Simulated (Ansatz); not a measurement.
Polymorphs of InN, each relaxed with PBEsol (plane waves, PAW; program Ansatz):

A: P6_3mc
a = b = 3.531 Å, c = 11.475 Å, α = β = 90.00°, γ = 120.00°

| atom | site | symmetry | x | y | z |
|---|---|---|---|---|---|
| In | 2a | 3m. | 0.0000 | 0.0000 | 0.0008 |
| In | 2b | 3m. | 0.3333 | 0.6667 | 0.2504 |
| N | 2a | 3m. | 0.0000 | 0.0000 | 0.3122 |
| N | 2b | 3m. | 0.3333 | 0.6667 | 0.0623 |

B: wurtzite (P6_3mc)
a = b = 3.5369 Å, c = 5.7135 Å, α = β = 90.00°, γ = 120.00°

| atom | site | symmetry | x | y | z |
|---|---|---|---|---|---|
| In | 2b | 3m. | 0.6667 | 0.3333 | 0.0020 |
| N | 2b | 3m. | 0.3333 | 0.6667 | 0.1232 |

Task: Order them by energy per atom at 0 K (lowest first) at the level PBEsol.

Result: B (+0 meV/atom), A (+6 meV/atom)

Not the usual ambient phase: A. All cells were relaxed under the symmetry of their starts (and spin orders); stability against distortions was not tested throughout. Spin–orbit coupling is left out wherever it is not named.

Energies hold the estimated change up to a 700 eV cutoff; steps of a few meV lie near the error of the meshes.

Potentials: the later of the program's two PAW sets.
